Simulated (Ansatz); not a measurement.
A (001) slab of WC (P-6m2 (No. 187)), 8 planes, outer planes W (top) and C (bottom), with 8 atoms (W4C4) in a surface cell of A = 7.275 Å², as cut from the bulk:

```yaml
crystal:
  lattice:
    - [2.89841, 0.00000, 0.00000]
    - [-1.44921, 2.51010, 0.00000]
    - [0.00000, 0.00000, 24.89664]
  atoms:
    - { symbol: C, position: [0.66667, 0.33333, 0.30125] }
    - { symbol: W, position: [0.00000, 0.00000, 0.35803] }
    - { symbol: C, position: [0.66667, 0.33333, 0.41482] }
    - { symbol: W, position: [0.00000, 0.00000, 0.47161] }
    - { symbol: C, position: [0.66667, 0.33333, 0.52839] }
    - { symbol: W, position: [0.00000, 0.00000, 0.58518] }
    - { symbol: C, position: [0.66667, 0.33333, 0.64197] }
    - { symbol: W, position: [0.00000, 0.00000, 0.69875] }
```

Computed with Ansatz 0.2.0, DFT PBEsol, scalar-relativistic, plane waves, PAW. Settings: cutoff 420 eV, Γ-centred mesh 12×12×1 on the computed 8-atom cell, Gaussian smearing of 0.10 eV; no spin polarisation. A dipole correction removes the field between periodic images along c.

Against the same 8 atoms in the bulk, the slab as cut lies 5.720 eV higher and the relaxed slab 4.715 eV higher.

**Question.** Work out the surface energy before and after relaxation.

**Answer.** The slab has two faces, so γ = (E_slab − N·E_bulk)/(2A), the mean of both. As cut: 5.720/(2 × 7.275) = 0.3931 eV/Å², and 1 eV/Å² = 16.02 J/m², so γ = 6.30 J/m². Relaxed: 4.715/(2 × 7.275) = 0.3241 eV/Å² = 5.19 J/m². Relaxation recovers 18 % of the cost of cutting.

**Question.** What is the ideal work of this cut, per area?

**Answer.** Griffith's ideal work is 2γ: 12.60 J/m² if the new faces stay rigid, 10.38 J/m² if they relax. One thickness was run, 8 planes, so γ can still shift with it.